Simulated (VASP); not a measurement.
# BN: restarted molecular dynamics, 2 variants

BN, Pnma (no. 62), 8 atoms in the cell. PBE, molecular dynamics; PAW potentials N, B (PBE set).

| Restart from | Temperature at the end (K) | The same without a restart (K) | Potential energy at the end (eV/atom) | The same without a restart (eV/atom) | Electronic steps in the first step after the restart | Time (s) |
|---|---|---|---|---|---|---|
| CONTCAR with velocities, WAVECAR read | 617.0 | 617.0 | -8.43473 | -8.43473 | 6 | 136 |
| CONTCAR with velocities, no WAVECAR | 617.0 | 617.0 | -8.43473 | -8.43473 | 15 | 132 |

Limits: 60 fs of 8 atoms are too short for converged averages; the cell is only 2.6 Å across, so each atom moves in step with near copies of itself.

## Input of the first row

INCAR.step1:
```
SYSTEM = BN
  ALGO = Normal
  EDIFF = 1E-6
  ENCUT = 400
  GGA = PE
  IBRION = 0
  ISIF = 2
  ISMEAR = 0
  ISYM = 0
  KPAR = 2
  LASPH = .True.
  LCHARG = .False.
  LREAL = Auto
  LWAVE = .True.
  MDALGO = 2
  NELM = 60
  NELMIN = 4
  NSW = 30
  POTIM = 1.0
  PREC = Normal
  RANDOM_SEED = 904096 0 0
  SIGMA = 0.05
  SMASS = 0
  TEBEG = 1600
```

INCAR.step2, as INCAR.step1 but for:
```
- LWAVE = .True.
+ LWAVE = .False.
```

KPOINTS:
```
k-points
0
Gamma
  2 4 3
```

POSCAR.step1:
```
BN
1.0
    4.8800890000      0.0000000000      0.0000000000
    0.0000000000      2.5914640000      0.0000000000
    0.0000000000      0.0000000000      4.2920490000
N B
4 4
Direct
    0.3211300000      0.7500000000      0.1064860000
    0.6788700000      0.2500000000      0.8935140000
    0.1788700000      0.2500000000      0.6064860000
    0.8211300000      0.7500000000      0.3935140000
    0.3404130000      0.2500000000      0.9070960000
    0.1595870000      0.7500000000      0.4070960000
    0.8404130000      0.2500000000      0.5929040000
    0.6595870000      0.7500000000      0.0929040000
```

Commands (each step's output is kept before the next begins):
```
cat potpaw_PBE.64/N/POTCAR potpaw_PBE.64/B/POTCAR > POTCAR
cp INCAR.step1 INCAR
cp POSCAR.step1 POSCAR
mpirun -np 2 vasp_std > vasp.out
cp CONTCAR POSCAR
cp INCAR.step2 INCAR
mpirun -np 2 vasp_std > vasp.out
```

Changes of the last row against the first:
```
(step 1)
- LWAVE = True
+ LWAVE = False
```

VASP 6.6.1 took 136 s on 2 cores (AMD EPYC 7R13 (Zen 3)), a shared host.
